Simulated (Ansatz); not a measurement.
Input for Ansatz (plane-wave DFT, PAW):

```yaml
crystal:
  lattice:
    - [3.9723905716, 0.0, 0.0]
    - [0.0, 2.8905577598, 2.9158992941]
    - [0.0, -2.8905577598, 2.9158992941]
  atoms:
    - { symbol: Ba, position: [0.0, 0.0115969521, 0.0115969521] }
    - { symbol: Ti, position: [0.5, 0.5278060064, 0.5278060064], spin: 1.0 }
    - { symbol: O, position: [0.0, 0.4872863765, 0.4872863765] }
    - { symbol: O, position: [0.5, 0.4931620084, 0.9763686566] }
    - { symbol: O, position: [0.5, 0.9763686566, 0.4931620084] }
basis:
  ecutwfc: 500
kpoints:
  mp_grid: { grid: [8, 8, 8] }
  band_path:
    path:
      - [[0.0, 0.0, 0.0], [0.0, 0.5, 0.5], [0.0, 0.50432652, 0.49567348]]
      - [[0.0, 0.49567348, -0.49567348], [0.0, 0.0, 0.0], [0.5, 0.0, 0.0], [0.5, 0.49567348, -0.49567348]]
      - [[0.5, 0.50432652, 0.49567348], [0.5, 0.5, 0.5], [0.0, 0.5, 0.5]]
      - [[0.0, 0.0, 0.0], [0.0, 0.5, 0.0], [0.5, 0.5, 0.0], [0.5, 0.0, 0.0], [0.5, 0.5, 0.5]]
    npoints: 14
hamiltonian:
  xc: r2scan
scf:
  occupations: { method: gaussian, width: 0.02 }
  n_extra_bands: 12
output:
  forces: true
  stress: true
  eigenvalues: true
  populations: true
  dos: { projected: true, de: 0.02, nscf_kmesh: { grid: [12, 12, 12] } }
  bader: true
  write_density: true
  write_potential: true
  elf: true
  volumetric_format: npy
magnetization:
  spin_polarized: true
```

Command:
```bash
ansatz run input.yaml --threads 1 --pin off --max-ram 2560MiB --backend cpu --events-out ev --progress --plain --runs-dir out
```

Computed with DFT r2SCAN, scalar-relativistic, plane waves, PAW (Ansatz).

From the run's log, abridged (final results; tables in files aren't shown):

```
SCF 1 converged in 16 iterations: F = -10183.817553 eV  dr2 = 8.81e-10
WARN: the starting moments were not kept: the SCF closed with an absolute magnetisation of 2.0e-6 μB, where they sum to 1 μB in size (1 site). That is at most 0.1 of that sum. Measured as dr2_m measures the in/out step, that magnetisation stands 1.3e-12 eV from none, at or under the dr2_threshold of 1.0e-7 eV: it is no larger than a step whose dr2_m would equal this threshold. The system may hold no moment; this SCF shows only that its start led to no more than that. To try another start: raise the starting moments (crystal.atoms[].spin, magnetization.per_species, magnetization.initial_magnetization, or on a non-collinear deck that types none of these the spinor_matrix: blocks that start its ...
this state was not tested for a lower state beside it, because the mixer in use, unlike msr1, does not test its closes by its own steps (another_mixer; see scf.mixing.algorithm and scf.lower_state_search)
SCF converged after 16 iterations
Magnetization: 0.0000 μB (20.0000 up, 20.0000 down)
Absolute magnetization: 0.0000 μB (∫|ρ↑−ρ↓|, with the PAW one-centre terms)
Spin contamination: 0.0000 ħ² per cell (⟨S²⟩ above its minimum at these occupations)
Per-site moments (μB) at R_I (Å): [(3.12791384e-8, 1.14432652), (1.92980835e-7, 0.76146091), (1.75986787e-7, 0.82508357), (-4.79453005e-7, 0.76146091), (-4.79453005e-7, 0.76146091)]
Free energy (F): -10183.817553 eV
Harris-Foulkes:  -10183.817553 eV  (|F-HF|=6.60e-10)
Internal energy: -10183.817553 eV  (E = F + TS)
E sigma→0 (E₀):  -10183.817553 eV
Fermi energy:    10.768877 eV
--- Per-component energies (eV) ---
  E_band       = -197.156678
  E_kinetic    = 971.889419
  E_local      = -2182.884683  (includes V_loc(G=0)·N_el)
  E_nonlocal   = 199.790461
  E_hartree    = 850.836606
  E_xc         = -474.541876
  E_vxc        = -603.403304  (∫ρ·V_xc dr)
  E_paw        = -6785.079094  (= ΣΔE_a)
  E_vpaw       = -321.173283  (= ΣTr[D̂ρ^β])
  E_aug_tail   = 0.003095  (compensation charges beyond the density's cutoff)
  E_vtau       = 36.947849  (kinetic-family band-sum trace: ∫τ·v_τ [+ j·A + Jᵃ·Aᵃ] dr)
  E_ewald      = -2763.552617
  E_core_change = -0.278864  (= ΣΔE_core)
  E_smearing   =  0.000000  (= −TS)
--- Forces (eV/Å), atoms counted from 1 ---
  atom   1  Ba     0.00000000     0.00000000    -0.02177398
  atom   2  Ti     0.00000000     0.00000000     0.06233448
  atom   3  O      0.00000000     0.00000000     0.05927222
  atom   4  O      0.00000000     0.10672744    -0.04988112
  atom   5  O      0.00000000    -0.10672744    -0.04988112
--- Stress (GPa, compression-positive) ---
       -3.141039       0.000000       0.000000
        0.000000      -3.271147       0.000000
        0.000000       0.000000      -3.153656
  P = ⅓ Tr σ = -3.1886 GPa (-31.886 kbar)
--- Band table (eV; the first three rows and the last of 210) ---
  k-point 0 ↑: bands = ["-49.1912", "-24.4139", "-24.4120", "-24.3181", "-16.0913", "-8.3301", "-7.7455", "-7.6644", "-0.8702", "-0.8696", "-0.8077", "7.0593", "7.0773", "7.1453", "7.8373", "7.9644", "8.2291", "8.7161", "8.7766", "8.8580", "12.1453", "12.4570", "12.4881", "14.1584", "14.2152", "14.8281", "15.2079", "17.1910", "18.3596", "18.4856", "18.4899", "21.1897"]
  k-point 1 ↑: bands = ["-49.1911", "-24.4191", "-24.4125", "-24.3178", "-16.0775", "-8.3333", "-7.7406", "-7.6607", "-0.8531", "-0.8168", "-0.7887", "6.8178", "7.0389", "7.1125", "7.6977", "7.8622", "8.1504", "8.5950", "8.6583", "8.8215", "12.2284", "12.5697", "12.5704", "14.1722", "14.5496", "15.0792", "15.4651", "17.5447", "18.4494", "18.5119", "18.6503", "21.1855"]
  k-point 2 ↑: bands = ["-49.1909", "-24.4335", "-24.4121", "-24.3173", "-16.0437", "-8.3751", "-7.7005", "-7.6407", "-0.8113", "-0.7417", "-0.6902", "6.2598", "6.9298", "7.0026", "7.4525", "7.6749", "7.9401", "8.2027", "8.5250", "8.7212", "12.3116", "12.8962", "12.9387", "14.1685", "15.1753", "15.7112", "16.1347", "18.3583", "18.4700", "18.9327", "19.0439", "21.0503"]
  k-point 104 ↓: bands = ["-49.1889", "-24.4497", "-24.4475", "-24.3735", "-15.8606", "-7.6063", "-7.5800", "-7.4161", "-1.5615", "-1.4241", "-1.4036", "5.1005", "5.7716", "5.7968", "6.9155", "6.9758", "7.0306", "9.1103", "9.3561", "9.3925", "13.9216", "13.9759", "14.1543", "16.2661", "16.5240", "16.7117", "17.6651", "17.7764", "19.8845", "20.1666", "20.7142", "20.8367"]
--- Löwdin populations: 5 sites ---
  site symbol q [e]    m [muB]
     0     Ba      8.2215     0.0000
     1     Ti     10.7120     0.0000
     2      O      6.9271     0.0000
     3      O      6.9011     0.0000
     4      O      6.9011     0.0000
  spilling = 0.008428 (of n_electrons = 40.000000)
--- Bader charges: 5 sites ---
  site symbol charge [e]  shift [e]    m [muB]
     0     Ba      1.5860     0.0000     0.0000
     1     Ti      2.2804     0.0041     0.0000
     2      O     -1.3096     0.0008     0.0000
     3      O     -1.2784     0.0017     0.0000
     4      O     -1.2784     0.0017     0.0000
  estimated error of the sums over rays = 3.7e-4 e
```

Self-consistency was reached.

It took 5.8 min on 1 thread of Intel(R) Xeon(R) Platinum 8488C (Sapphire Rapids), on a shared host, peak memory 1.1 GiB.

Spin-orbit coupling is left out, which matters for the bands of heavy elements.